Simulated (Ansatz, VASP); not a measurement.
## Si2W: VASP beside Ansatz

```
CELL_PARAMETERS angstrom
4.58587 0.00000 0.00000
-2.29293 3.97148 0.00000
0.00000 0.00000 6.60857
ATOMIC_POSITIONS crystal
W 0.50000 0.00000 0.50000
W 0.50000 0.50000 0.83333
W 0.00000 0.50000 0.16667
Si 0.32725 0.16363 0.16667
Si 0.83637 0.16363 0.83333
Si 0.16363 0.32725 0.50000
Si 0.67275 0.83637 0.16667
Si 0.16363 0.83637 0.83333
Si 0.83637 0.67275 0.50000
```

Change from the starting cell: volume scaled by 0.98.

Alike in both runs: task single point; functional PBEsol; k mesh 7 × 7 × 4; occupations fermi-dirac, width 0.05 eV; no spin polarisation.

|  | VASP | Ansatz |
| --- | --- | --- |
| version | VASP 6.6.1 | Ansatz 0.2.0 |
| potentials or method | VASP PAW PBE potentials, release 64 (W_sv, Si) | Ansatz PAW |
| plane-wave cutoff (eV) | 520 | 420 |
| valence electrons in the cell | 66 | 66 |

|  | VASP | Ansatz | Ansatz less VASP |
| --- | --- | --- | --- |
| gap on the k mesh at the Fermi level (eV) | 0.22 | 0.22 | 0.000 |
| least direct gap on the mesh (eV) | 0.70 | 0.70 | -0.002 |
| pressure (GPa) | -0.8 | -1.2 | -0.34 |
| largest component of the traceless stress (GPa) | 0.17 | 0.13 | -0.041 |
| rms of the force components (eV/Å) | 0.010 | 0.011 | +0.0012 |

Atom by atom the forces differ by 0.001 eV/Å (rms over components).

Caveats: spin-orbit coupling is left out, which moves the levels of the heavy elements; the PAW data sets were made with another functional, which shifts forces and pressure a little (VASP); an odd mesh through Γ misses points on the zone boundary, where band edges often lie (VASP); odd divisions of the mesh miss points on the zone boundary, where band edges often lie, so the gap on the mesh can be too wide (Ansatz); the PAW data sets come from PBE, with cores solved anew for the run's functional, which leaves a small shift of forces and pressure (Ansatz).
